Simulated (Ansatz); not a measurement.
## CoSi2: relaxation of cell and atoms with PBEsol

The system is CoSi2.

```
Co Si
1.0
     0.00000    2.67800    2.67800
     2.67800    0.00000    2.67800
     2.67800    2.67800    0.00000
Co Si
1 2
Cartesian
  0.0000 0.0000 0.0000
  4.0170 4.0170 4.0170
  1.3390 1.3390 1.3390
```

```
Program             : Ansatz 0.2.0
Task                : relaxation of cell and atoms
Functional          : PBEsol
Potentials or basis : all-electron LAPW, scalar-relativistic
Basis error allowed : 0.002 eV/atom
k mesh              : 9 × 9 × 9
Occupations         : fermi-dirac, width 0.05 eV
Spin                : collinear spin, ferromagnetic start
Starting moments    : [2.0, 0.0, 0.0] μB
Target pressure     : 5 GPa
```

| Property | Result |
| --- | --- |
| Relaxed volume | 12.20 Å³/atom |
| Relaxed cell | a = 3.727 Å, b = 3.727 Å, c = 3.727 Å, α = 60.00°, β = 60.00°, γ = 60.00° |
| Space group after relaxing (to 0.05 Å) | Fm-3m (No. 225) |
| Energy change on relaxing (the enthalpy is what falls) | +0.3 meV/atom |
| Ionic steps | 5 |
| Pressure after relaxing | 5.0 GPa |
| Net moment | 0.00 μB per cell |
| Absolute moment | 0.00 μB per cell |

The path:
| step | energy change (eV) | largest force (eV/Å) | volume (Å³) |
| --- | --- | --- | --- |
| 1 | 0.0000 | 0.0000 | 38.41 |
| 2 | -0.0120 | 0.0000 | 37.26 |
| 3 | 0.0028 | 0.0000 | 36.54 |
| 4 | 0.0009 | 0.0000 | 36.59 |
| 5 | 0.0009 | 0.0000 | 36.59 |

Final structure:
```cif
data_structure
_symmetry_space_group_name_H-M 'P 1'
_symmetry_Int_Tables_number 1
_cell_length_a 3.7266
_cell_length_b 3.7266
_cell_length_c 3.7266
_cell_angle_alpha 60.000
_cell_angle_beta 60.000
_cell_angle_gamma 60.000
_cell_volume 36.59
loop_
_atom_site_label
_atom_site_type_symbol
_atom_site_fract_x
_atom_site_fract_y
_atom_site_fract_z
_atom_site_occupancy
Co1 Co 0.00000 0.00000 0.00000 1
Si1 Si 0.75000 0.75000 0.75000 1
Si2 Si 0.25000 0.25000 0.25000 1
```

It took 24 s on 4 threads of Arm Neoverse V1 (shared host), peak memory 0.48 GiB.

Caveat: the starting moments collapsed, and a magnetic state may lie lower; the starting moments weren't kept.
